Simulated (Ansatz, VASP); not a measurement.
Sr: VASP beside Ansatz

```
Sr
1.0
     4.28107    0.00000    0.00000
    -2.14054    3.70752    0.00000
     0.00000    0.00000    7.00268
Sr
2
Cartesian
  0.0000 2.4717 1.7507
  2.1405 1.2358 5.2520
```

Change from the starting cell: volume scaled by 0.98, crystal datasets.

Alike in both runs: task electric field gradients; functional LDA; k mesh 10 × 10 × 5; occupations fermi-dirac, width 0.08 eV; no spin polarisation.

```csv
,VASP,Ansatz
version,VASP 6.6.1,Ansatz 0.2.0
potentials or method,"VASP PAW LDA potentials, release 64 (Sr_sv), cutoff 520 eV","all-electron PAW with datasets made for the crystal, scalar-relativistic"
```

VASP gave:

```
pressure (GPa)                                                 : -1.4
Vzz of the field gradient on the site that differs most (V/Å²) : -2.5
```

**Question.** What did Ansatz give for the same quantities?

**Answer.** Pressure (GPa): -1.4; Vzz of the field gradient on the site that differs most (V/Å²): -2.7.

Ansatz ran all-electron here, so the differences hold the error of VASP's frozen core and of both bases. Ansatz warned: «gradients_without_spin_orbit».
